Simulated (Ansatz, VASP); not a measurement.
CoO: VASP beside Ansatz

```
CELL_PARAMETERS angstrom
-1.50800 1.50800 2.10725
1.50800 -1.50800 2.10725
1.50800 1.50800 -2.10725
ATOMIC_POSITIONS crystal
Co 0.00000 0.00000 0.00000
O 0.50000 0.50000 0.00000
```

Alike in both runs: task single point; functional PBEsol; k mesh 4 × 4 × 4; occupations gaussian, width 0.1 eV; collinear spin.

|  | VASP | Ansatz |
| --- | --- | --- |
| version | VASP 6.6.1 | Ansatz 0.2.0 |
| potentials or method | VASP PAW PBE potentials, release 64 (Co, O) | scalar-relativistic, plane waves, PAW |
| plane-wave cutoff (eV) | 520 | 420 |
| valence electrons in the cell | 15 | 23 |

|  | VASP | Ansatz | Ansatz less VASP |
| --- | --- | --- | --- |
| gap on the k mesh at the Fermi level (eV) | none | none | - |
| pressure (GPa) | -15.8 | -15.2 | +0.63 |
| largest component of the traceless stress (GPa) | 0.12 | 0.09 | -0.029 |
| net moment per atom (μB) | 1.20 | 1.21 | +0.010 |
| size of the moment on the site where the two differ most (μB) | 2.19 | 2.12 | -0.070 |

Site moments also hang on the region over which each program counts them. A gap of «none» marks a metal or a gap that the smearing closes. The two sets of potentials don't hold the same shells in valence.

Caveats: the k mesh is coarse (spacing up to 0.74 Å⁻¹), so the values aren't converged; so large a pressure means that the cell lies far from this level's equilibrium, or that cutoff or potentials fall short (VASP); the potentials were made for another functional, which shifts forces and pressure (VASP); a cell with one magnetic atom can't hold antiferromagnetic order, which such compounds often take; semilocal functionals often make such compounds metallic where correlation or magnetic order opens a gap, which also shifts bond lengths.
